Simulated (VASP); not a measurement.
Write the native input for VASP 6.6.1 that does the following.

| Item | Value |
| --- | --- |
| Task | single point |
| Functional | r2SCAN |
| Potentials or basis | VASP PAW PBE potentials, release 64 (Li_sv, H) |
| Cutoff | 520 eV |
| k mesh | 2 × 2 × 2 |
| Occupations | fermi-dirac, width 0.05 eV |
| Spin | no spin polarisation |
| Dipole correction | no |
| Further INCAR settings | LREAL = Auto; ALGO = Normal; EDIFF = 1e-07; NBANDS = 38 |

Li16H (a cell with a defect):

```xyz
17
Lattice="6.9800 0.0000 0.0000 0.0000 6.9800 0.0000 0.0000 0.0000 6.9800" Properties=species:S:1:pos:R:3 pbc="T T T"
Li   -0.0513    0.2986    0.1528
Li    3.7091   -0.2401   -0.0852
Li   -0.0160    3.2953   -0.1379
Li    0.0424   -0.1115    3.4526
Li    1.7720    1.7903    1.6999
Li    3.3620    3.2713   -0.0967
Li    3.4310    0.0757    3.3983
Li    5.2605    1.7411    1.6078
Li    0.0500    3.4760    3.4835
Li    1.6067    5.3952    1.8282
Li    1.7856    1.5980    5.4237
Li    3.4414    3.4681    3.6913
Li    5.3159    5.2736    1.6198
Li    5.1384    1.6675    5.2159
Li    1.6910    5.4241    5.4031
Li    5.3644    5.4337    5.2932
H     0.0209    1.0103    5.1999
```

The cell was built by a generator and needn't be a form met in nature.

One way to write it, as run:

POSCAR

```
Li16H
1.0
    6.9800000000      0.0000000000      0.0000000000
    0.0000000000      6.9800000000      0.0000000000
    0.0000000000      0.0000000000      6.9800000000
Li H
16 1
Direct
   -0.0073495702      0.0427793696      0.0218911175
    0.5313896848     -0.0343982808     -0.0122063037
   -0.0022922636      0.4721060172     -0.0197564470
    0.0060744986     -0.0159742120      0.4946418338
    0.2538681948      0.2564899713      0.2435386819
    0.4816618911      0.4686676218     -0.0138538682
    0.4915472779      0.0108452722      0.4868624642
    0.7536532951      0.2494412607      0.2303438395
    0.0071633238      0.4979942693      0.4990687679
    0.2301862464      0.7729512894      0.2619197708
    0.2558166189      0.2289398281      0.7770343840
    0.4930372493      0.4968624642      0.5288395415
    0.7615902579      0.7555300860      0.2320630372
    0.7361604585      0.2388968481      0.7472636103
    0.2422636103      0.7770916905      0.7740830946
    0.7685386819      0.7784670487      0.7583381089
    0.0029942693      0.1447421203      0.7449713467
```

INCAR.step1

```
SYSTEM = Li16H
ALGO     = Normal         ! electronic algorithm
EDIFF    = 1E-4           ! SCF threshold, eV
ENCUT    = 520            ! plane-wave cutoff, eV
GGA      = PE             ! functional
ISMEAR   = -1             ! smearing method
LASPH    = .TRUE.         ! aspherical terms in the spheres
LCHARG   = .FALSE.        ! write CHGCAR
LREAL    = Auto         
LWAVE    = .TRUE.         ! write WAVECAR
NBANDS   = 38             ! bands
NELM     = 80             ! most SCF steps
PREC     = Accurate       ! precision mode
SIGMA    = 0.05           ! smearing width, eV
```

INCAR.step2

```
SYSTEM = Li16H
ALGO     = Normal         ! electronic algorithm
EDIFF    = 1E-7           ! SCF threshold, eV
ENCUT    = 520            ! plane-wave cutoff, eV
ISIF     = 2              ! what is computed and relaxed
ISMEAR   = -1             ! smearing method
ISTART   = 1            
LASPH    = .TRUE.         ! aspherical terms in the spheres
LCHARG   = .FALSE.        ! write CHGCAR
LMIXTAU  = .TRUE.       
LREAL    = Auto         
LWAVE    = .FALSE.        ! write WAVECAR
METAGGA  = R2SCAN         ! meta-GGA
NBANDS   = 38             ! bands
NELM     = 80             ! most SCF steps
PREC     = Accurate       ! precision mode
SIGMA    = 0.05           ! smearing width, eV
```

KPOINTS

```
k-points
0
G
  2 2 2
  0 0 0
```

Potentials or basis: VASP PAW PBE potentials, release 64 (Li_sv, H).

The run is started by

```console
$ cat potpaw_PBE.64/Li_sv/POTCAR potpaw_PBE.64/H/POTCAR > POTCAR
$ cp INCAR.step1 INCAR
$ mpirun -np 1 vasp_std > vasp.out
$ cp INCAR.step2 INCAR
$ mpirun -np 1 vasp_std > vasp.out
```

It gave:

* Largest force: 0.661 eV/Å
* Band gap on the k mesh: none (metal or under the smearing width)

Caveat: the k mesh is coarse (spacing up to 0.45 Å⁻¹), so the values aren't converged; the PAW data sets were made with another functional, which shifts forces and pressure a little.

It took 11 min on 1 thread of AMD EPYC 9R45 (Zen 5) (shared host), peak memory 0.4 GiB.
